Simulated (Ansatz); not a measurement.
ZrB2:

```
Zr B
1.0
     3.17000    0.00000    0.00000
    -1.58500    2.74530    0.00000
     0.00000    0.00000    3.53300
Zr B
1 2
Cartesian
  0.0000 0.0000 0.0000
  1.5850 0.9151 1.7665
  0.0000 1.8302 1.7665
```

Base run:

```yaml
Program: Ansatz 0.2.0
Functional: LDA
Potentials_or_basis: Ansatz PAW
Cutoff: "420 eV (not typed: the program's choice for these potentials)"
k_mesh: 10 × 10 × 8
Occupations: fermi-dirac, width 0.05 eV
Spin: no spin polarisation
```

Its results: band gap on the k mesh none (metal or under the smearing width); pressure -8.8 GPa.

Question: The run is repeated on the same cell with these changes: functional from LDA to r2SCAN; cutoff from 420 eV (not typed: the program's choice for these potentials) to 500 eV (not typed: the program's choice for these potentials). What comes out?

Answer: Band gap on the k mesh none (metal or under the smearing width); pressure 0.8 GPa.

Caveats: the PAW data sets come from PBE, with cores solved anew for the run's functional, which leaves a small shift of forces and pressure.
